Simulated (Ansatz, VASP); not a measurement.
One calculation of GaAs, two programs

The input INCAR:

```
SYSTEM = GaAs
PREC = Accurate
ENCUT = 520
EDIFF = 1E-6
ISMEAR = 0
SIGMA = 0.05
LREAL = .False.
LASPH = .True.
NELM = 60
ALGO = Normal
ISIF = 2
LWAVE = .False.
LCHARG = .False.
GGA = PE
NBANDS = 16
```

KPOINTS

```
regular mesh
0
Gamma
  10 10 10
  0 0 0
```

Contents of POSCAR:

```
GaAs
1.0
    0.0000000000      2.8532458973      2.8532458973
    2.8532458973      0.0000000000      2.8532458973
    2.8532458973      2.8532458973      0.0000000000
Ga As
1 1
Direct
    0.0000000000      0.0000000000      0.0000000000
    0.7500000000      0.7500000000      0.7500000000
```

Input for Ansatz:

```yaml
crystal:
  lattice:
    - [0.0, 2.8532458973, 2.8532458973]
    - [2.8532458973, 0.0, 2.8532458973]
    - [2.8532458973, 2.8532458973, 0.0]
  atoms:
    - { symbol: Ga, position: [0.0, 0.0, 0.0] }
    - { symbol: As, position: [0.75, 0.75, 0.75] }
basis:
  ecutwfc: 420
  ecutrho_ratio: 4
kpoints:
  mp_grid: { grid: [10, 10, 10] }
hamiltonian:
  xc: pbe
scf:
  occupations: { method: gaussian, width: 0.05 }
output:
  forces: true
  stress: true
  eigenvalues: true
```

Alike in both runs: task single point; functional PBE; k mesh 10 × 10 × 10; occupations gaussian, width 0.05 eV; no spin polarisation.

|  | VASP | Ansatz |
| --- | --- | --- |
| version | VASP 6.6.1 | Ansatz 0.2.0 |
| potentials or method | VASP PAW PBE potentials, release 64 (Ga_d, As) | scalar-relativistic, plane waves, PAW |
| plane-wave cutoff (eV) | 520 | 420 |
| valence electrons in the cell | 18 | 28 |

|  | VASP | Ansatz | Ansatz less VASP |
| --- | --- | --- | --- |
| gap on the k mesh at the Fermi level (eV) | 0.31 | 0.31 | -0.003 |
| least direct gap on the mesh (eV) | 0.31 | 0.31 | -0.003 |
| pressure (GPa) | 1.5 | 1.3 | -0.16 |

With one functional, cell and mesh, what is left measures potentials, basis and numerics. The two sets of potentials don't hold the same shells in valence.
